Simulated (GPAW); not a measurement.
# TiAl (P-6m2) in GPAW: equation of state

How stiff is TiAl in PBE, and what volume does it want? The cell is scaled to several volumes.

Program: GPAW 26.7.0. These are calculated values, not measurements. Logs are shortened: lines on timing, memory, paths and dates and some standing lists are left out, and cuts for length are marked. The log counts tension as positive stress, the text compression.

**1. Starting point**

Symmetry: P-6m2, No. 187, hexagonal system. Conventional cell: a = 2.867 Å, b = 2.867 Å, c = 4.678 Å, α = 90.00°, β = 90.00°, γ = 120.00°. Ti (site symmetry -6m2) is surrounded by 6 Al at 2.87 Å and 6 Ti at 2.87 Å. Al (site symmetry -6m2) has 6 Ti at 2.87 Å and 6 Al at 2.87 Å as nearest neighbours.

The cell comes from a database or a generator and needn't be the stable form of this composition.

**2. Equation of state, PBE**

Contents of run.py:

```python
from ase.eos import EquationOfState
from ase.io import Trajectory, read
from ase.units import GPa
from gpaw import GPAW, PW

atoms = read('TiAl.xyz')

traj = Trajectory('eos.traj', 'w')
volumes, energies = [], []
for x in [0.94, 0.96, 0.98, 1.0, 1.02, 1.04, 1.06]:
    a = atoms.copy()
    a.set_cell(atoms.cell * x**(1 / 3), scale_atoms=True)
    calc = GPAW(mode=PW(600),
                xc='PBE',
                kpts={'size': (11, 11, 6), 'gamma': True},
                occupations={'name': 'fermi-dirac', 'width': 0.05},
                nbands=17,
                convergence={'density': 1e-05, 'energy': 1e-05},
                maxiter=150,
                txt=f'eos-{x:.2f}.txt')
    a.calc = calc
    energies.append(a.get_potential_energy(force_consistent=True))
    volumes.append(a.get_volume())
    p = -a.get_stress()[:3].mean() / GPa
    calc.write(f'eos-{x:.2f}.gpw')
    traj.write(a)
    print(f'{x:.2f} {volumes[-1]:10.4f} A^3 {energies[-1]:14.6f} eV {p:9.3f} GPa', flush=True)

v0, e0, B = EquationOfState(volumes, energies, eos='birchmurnaghan').fit()
print(f'V0 = {v0:.4f} A^3, E0 = {e0:.6f} eV, B0 = {B / GPa:.2f} GPa')
```

Contents of TiAl.xyz:

```xyz
2
Lattice="2.8672622327 0.0000000000 0.0000000000 -1.4336311163 2.4831219328 0.0000000000 0.0000000000 0.0000000000 4.6780830000" Properties=species:S:1:pos:R:3 pbc="T T T"
Ti     0.0000000000      0.0000000000      0.0000000000
Al    -0.0000000001      1.6554146219      2.3390415000
```

Potentials or basis: GPAW PAW data sets (gpaw-data 1.2.1), pw.

On the command line:

```
> OMP_NUM_THREADS=1 python run.py
```

Standard output:

```text
__  _  _
 | _ |_)|_||  |
 |__||  | ||/\| - 26.7.0

Input parameters:
  mode=PW(ecut=600.0),
  convergence={'density': 1e-05, 'energy': 1e-05},
  kpts=MonkhorstPack(size=(11, 11, 6), gamma=True),
  maxiter=150,
  nbands=17,
  occupations=Occupations(name='fermi-dirac', width=0.05),
  xc=XC(name='PBE')

Diagonalizing LCAO Hamiltonian
Converting LCAO to pw mode

        Al

       Ti

Atoms  # Å, Bohr magnetons
|   | symbol |         x |        y |        z |    initial magnetic moments |
|---|--------|-----------|----------|----------|-----------------------------|
| 0 |     Ti |  0.000000 | 0.000000 | 0.000000 | ( 0.0000,  0.0000,  0.0000) |
| 1 |     Al | -0.000000 | 1.633041 | 2.307429 | ( 0.0000,  0.0000,  0.0000) |

Unit cell  # Å
| periodic |         x |        y |        z |  lengths |     angles |
|----------|-----------|----------|----------|----------|------------|
|      yes |  2.828511 | 0.000000 | 0.000000 | 2.828511 |  90.000000 |
|      yes | -1.414255 | 2.449562 | 0.000000 | 2.828511 |  90.000000 |
|      yes |  0.000000 | 0.000000 | 4.614858 | 4.614858 | 120.000000 |

Number of symmetries: 12
Symmetry operations  # r_c * U_cc + t_c -> r_c
|    | kind |            matrix            |
|----|------|------------------------------|
|  0 |  σ   |  1, 1, 0,  0,-1, 0,  0, 0, 1 |
|  1 |  C2  |  1, 1, 0,  0,-1, 0,  0, 0,-1 |
|  2 |  E   |  1, 0, 0,  0, 1, 0,  0, 0, 1 |
|  3 |  σ   |  1, 0, 0,  0, 1, 0,  0, 0,-1 |
|  4 |  C3  |  0, 1, 0, -1,-1, 0,  0, 0, 1 |
|  5 |  S3  |  0, 1, 0, -1,-1, 0,  0, 0,-1 |
|  6 |  σ   |  0,-1, 0, -1, 0, 0,  0, 0, 1 |
|  7 |  C2  |  0,-1, 0, -1, 0, 0,  0, 0,-1 |
|  8 |  σ   | -1, 0, 0,  1, 1, 0,  0, 0, 1 |
|  9 |  C2  | -1, 0, 0,  1, 1, 0,  0, 0,-1 |
| 10 |  C3  | -1,-1, 0,  1, 0, 0,  0, 0, 1 |
| 11 |  S3  | -1,-1, 0,  1, 0, 0,  0, 0,-1 |

BZ-sampling:
  Number of BZ points: 726
  Number of IBZ points: 64

  Monkhorst-Pack size: [11, 11, 6]
  Monkhorst-Pack shift: [0.0, 0.0, 0.08333333333333333]

K-points  # in reciprocal-cell coordinates
|     |                                coordinates |     weight |
|-----|--------------------------------------------|------------|
|   0 | (  0.00000000,   0.00000000,   0.00000000) | 0.00137741 |
|   1 | (  0.00000000,   0.00000000,   0.16666667) | 0.00275482 |
|   2 | (  0.00000000,   0.00000000,   0.33333333) | 0.00275482 |
|   3 | (  0.00000000,   0.00000000,   0.50000000) | 0.00137741 |
|   4 | (  0.09090909,   0.00000000,   0.00000000) | 0.00826446 |
|   5 | (  0.09090909,   0.00000000,   0.16666667) | 0.01652893 |
|   6 | (  0.09090909,   0.00000000,   0.33333333) | 0.01652893 |
|   7 | (  0.09090909,   0.00000000,   0.50000000) | 0.00826446 |
|   8 | (  0.18181818,  -0.09090909,   0.00000000) | 0.00826446 |
|   9 | (  0.18181818,  -0.09090909,   0.16666667) | 0.01652893 |
| ... |                                            |            |
|  63 | (  0.45454545,   0.45454545,   0.50000000) | 0.00826446 |

Plane wave coefficients: 1099
Cutoff: 600.0 eV

Spin-components: 1 (collinear spins)
Bands:           17
Projectors:      11
Spin-degeneracy: 2
Datatype:        complex128

Parallelization:
  kpt:    1
  domain: 1
  band:   1

Density:
  Valence electrons: 15.0
  Components: 1
  Grid points: [16 16 27]
  Charge: 0.0  # |e|

Potential:
  Grid points: [16 16 27]

species:
  Ti:
    name:    Titanium
    Z:       22.0
    valence: 12
    core:    10
    charge:  0.0  # [|e|]
    compensation charges:
      type: gauss
      rc: 0.38  # [Å]
      lmax: 2
    cutoffs:
      filter: 2.23  # [Å]
      core: 1.02  # [Å]
    projectors
    | kind |    occ | energy [eV] | rcut [Å] |
    |------|--------|-------------|----------|
    |   3s |  2.000 |     -62.623 |    1.270 |
    |   4s |  2.000 |      -4.466 |    1.270 |
    |   3p |  6.000 |     -38.862 |    1.058 |
    |   4p |  0.000 |      -1.466 |    1.058 |
    |   3d |  2.000 |      -4.258 |    1.058 |
    |    d |        |      22.953 |    1.058 |

    Using partial waves for Ti as LCAO basis

  Al:
    name:    Aluminium
    Z:       13.0
    valence: 3
    core:    10
    charge:  0.0  # [|e|]
    compensation charges:
      type: gauss
      rc: 0.34  # [Å]
      lmax: 2
    cutoffs:
      filter: 1.91  # [Å]
      core: 2.36  # [Å]
    projectors
    | kind |    occ | energy [eV] | rcut [Å] |
    |------|--------|-------------|----------|
    |   3s |  2.000 |      -7.753 |    1.085 |
    |   3p |  1.000 |      -2.712 |    1.085 |
    |    s |        |      19.459 |    1.085 |
    |    p |        |      24.499 |    1.085 |
    |    d |        |       0.000 |    1.085 |

    Using partial waves for Al as LCAO basis

Reference energy: -29827.437547  # eV

eigensolver:
  PPCG
  Converge bands: occupied
  niter=2

density mixing:
  MSR1-Mixer
  Pratt-step length: 0.05
  Maximum mixing coefficient: 0.75
  Old densities: 10
  SVD Regularization: 0.005
  Good broyden scale: 1.0
  Trust region scale: 1.0
  Backstep threshold: 4.0
  History deletion threshold: 6.0
  Fourier metric: weight=20.0, sigma=0.015

occupation numbers:
  Fermi-Dirac:
    width: 0.0500  # eV

poisson solver:
  ecut: 4800.0  # eV

xc functional:
  name: PBE with 2 nearest neighbor stencil

convergence criteria:
- Maximum integral of absolute [dens]ity change: 1e-05 electrons / valence electron
- Maximum [total energy] change in last 3 cyles: 1e-05 eV / valence electron
- Maximum integral of absolute [eigenst]ate change: 4e-08 eV^2 / valence electron
maximum number of iterations: 150

SCF iterations
|iter     | |      energy | eigst |  dens |
|---------|-|-------------|-------|-------|
|iter:   1| |  -11.120652 | +0.03 |       |
|iter:   2| |  -11.069529 | -2.58 | -1.15 |
|iter:   3| |  -10.876945 | -1.65 | -1.19 |
|iter:   4| |  -10.886784 | -2.89 | -1.74 |
|iter:   5| |  -10.879178 | -3.29 | -1.96 |
|iter:   6| |  -10.879082 | -3.84 | -2.20 |
|iter:   7| |  -10.879102c| -5.53 | -3.25 |
|iter:   8| |  -10.879106c| -6.68 | -3.73 |
|iter:   9| |  -10.879107c| -7.79c| -4.34 |
|iter:  10| |  -10.879107c| -9.21c| -5.39c|

Converged in 10 steps
Energy contributions relative to reference atoms: (reference = -29827.437547)

Energy contributions:
  Kinetic:          14.537798
  Coulomb:         -11.644693
  Zero:              0.001446
  External:          0.000000
  Xc:              -13.762374
  Entropy:          -0.022571
  Spinorbit:         0.000000
  ----------------------------
  Free energy:     -10.890392
  Extrapolated:    -10.879107

dipole moment: (-6.431997, -6.670072, -14.671636)  # |e|*Ang

Fermi level: 7.929
Eigenvalues  # (at kpt = [0.000, 0.000, 0.000])
| band index |      eig [eV] | occ [0-2] |
|------------|---------------|-----------|
|          0 |       -48.462 |     2.000 |
|          1 |       -24.808 |     2.000 |
|          2 |       -24.347 |     2.000 |
|          3 |       -24.347 |     2.000 |
|          4 |        -1.171 |     2.000 |
|          5 |         5.613 |     2.000 |
|          6 |         6.087 |     2.000 |
|          7 |         9.276 |     0.000 |
|          8 |         9.276 |     0.000 |
|          9 |        10.862 |     0.000 |
|         10 |        10.862 |     0.000 |
|         11 |        12.066 |     0.000 |
|         12 |        21.172 |     0.000 |
|         13 |        21.172 |     0.000 |
|         14 |        22.026 |     0.000 |
|        ... |               |           |
|         16 |        22.321 |     0.000 |

No gap
No difference between direct/indirect transitions

Stress tensor  # eV/Ang^3
|         x |         y |         z |
|-----------|-----------|-----------|
| -0.032545 |  0.000000 |  0.000000 |
|  0.000000 | -0.032545 |  0.000000 |
|  0.000000 |  0.000000 | -0.025337 |

# Writing to eos-0.96.gpw (mode='')
```

Run time: 3 min. Hardware: 1 thread of Arm Neoverse V1, shared host; peak memory 0.29 GiB.

Results:

```
Equilibrium volume                        : 16.75 Å³/atom
Bulk modulus at fixed shape and positions : 106 GPa
Pressure derivative of the bulk modulus   : 3.8
```

Energy against volume, from the lowest point:
```csv
volume (Å³/atom),energy (meV/atom)
15.654,25.96
15.987,12.04
16.320,3.50
16.653,0.00
16.986,0.95
17.320,5.99
17.653,14.78
```

Caveat: the cell was scaled at fixed shape and fractional positions, which overstates the stiffness of a crystal with free parameters, most of all of layers and chains.
